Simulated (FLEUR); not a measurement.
**InP under changes of volume**

One of the cells (25.167 Å³/atom); the others are scaled copies at fixed shape and fractional positions:

```
In P
1.0
     0.00000    2.93050    2.93050
     2.93050    0.00000    2.93050
     2.93050    2.93050    0.00000
In P
1 1
Direct
  0.00000 0.00000 0.00000
  0.75000 0.75000 0.75000
```

```yaml
Program: FLEUR MaX-R8.1 (patched build s14)
Functional: PBE
Potentials_or_basis: all-electron
Basis: FLAPW
Kmax: 4.08 1/bohr
k_mesh: 8 × 8 × 8
Occupations: fermi-dirac, width 0.05 eV
Spin: no spin polarisation
```

```tsv
volume (Å³/atom)	energy over the lowest point (meV/atom)	gap on the mesh (eV)
23.657	?	?
24.160	43.33	0.93
24.663	25.41	0.82
25.167	12.30	0.71
25.670	4.21	0.60
26.173	0.11	0.50
26.677	0.00	0.39
```

Task: What does the run at 23.657 Å³/atom give?

Result: Energy over the lowest point 67.36 meV/atom; gap on the mesh 1.05 eV.

Worked out: A Birch-Murnaghan fit of order 3 (a polynomial in V^(-2/3)) to the other rows has its minimum at 26.44 Å³/atom with B0 = V·E''(V) = 62 GPa and B' = 3.7. It gives 66.92 meV/atom at 23.657 Å³/atom, against the run's 67.36. A straight line through the other rows of the gap, of slope -5.44 eV per unit of ln V (its deformation potential), extrapolates to 1.05 eV, against the run's 1.05.

Energies are extrapolated to zero smearing.

Caveats: the plane-wave cutoff is short for the semicore states, which can make moduli rough; spin-orbit coupling is left out, which moves the levels of the heavy elements.
